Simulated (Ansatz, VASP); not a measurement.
# One calculation of Nb, two programs

The input INCAR:

```
SYSTEM = Nb
ALGO     = Normal         ! electronic algorithm
EDIFF    = 1E-8           ! SCF threshold, eV
ENCUT    = 520            ! plane-wave cutoff, eV
GGA      = PS             ! functional
ISIF     = 2              ! what is computed and relaxed
ISMEAR   = -1             ! smearing method
LASPH    = .True.         ! aspherical terms in the spheres
LCHARG   = .False.        ! write CHGCAR
LEFG     = .True.       
LREAL    = .False.        ! projectors in reciprocal space
LWAVE    = .False.        ! write WAVECAR
NBANDS   = 12             ! bands
NELM     = 80             ! most SCF steps
PREC     = Accurate       ! precision mode
SIGMA    = 0.08           ! smearing width, eV
```

File KPOINTS:

```
k-points
0
Gamma
  13 13 13
  0 0 0
```

POSCAR

```
Nb
1.0
    0.0634500000      2.1467250000      2.1467250000
    2.1467250000      0.0634500000      2.1467250000
    2.1467250000      2.1467250000      0.0634500000
Nb
1
Direct
    0.0000000000      0.0000000000      0.0000000000
```

Input for Ansatz:

```yaml
crystal:
  lattice:
    - [0.06345, 2.146725, 2.146725]
    - [2.146725, 0.06345, 2.146725]
    - [2.146725, 2.146725, 0.06345]
  atoms:
    - { symbol: Nb, position: [0.0, 0.0, 0.0] }
kpoints:
  mp_grid: { grid: [13, 13, 13] }
scf:
  occupations: { method: fermi_dirac, width: 0.08 }
hamiltonian:
  xc: pbesol
  pseudopotentials: { kind: all_electron, datasets: crystal }
output:
  forces: true
  stress: true
  eigenvalues: true
  efg: { contact_densities: true }
```

Change from the starting cell: equal xy, yz and zx shear strains of +3 %, crystal datasets.

Alike in both runs: task electric field gradients; functional PBEsol; k mesh 13 × 13 × 13; occupations fermi-dirac, width 0.08 eV; no spin polarisation.

|  | VASP | Ansatz |
| --- | --- | --- |
| version | VASP 6.6.1 | Ansatz 0.2.0 |
| potentials or method | VASP PAW PBE potentials, release 64 (Nb_sv) | all-electron PAW with datasets made for the crystal, scalar-relativistic |
| plane-wave cutoff (eV) | 520 | see its input |

|  | VASP | Ansatz | Ansatz less VASP |
| --- | --- | --- | --- |
| pressure (GPa) | -7.0 | -6.7 | +0.26 |
| largest component of the traceless stress (GPa) | 1.08 | 1.10 | +0.022 |
| Vzz of the field gradient on the site that differs most (V/Å²) | -8.1 | -6.4 | +1.68 |

Ansatz ran all-electron here, so the differences hold the error of VASP's frozen core and of both bases. Ansatz warned: «gradients_without_spin_orbit».

Caveats: the PAW data sets were made with another functional, which shifts forces and pressure a little (VASP).
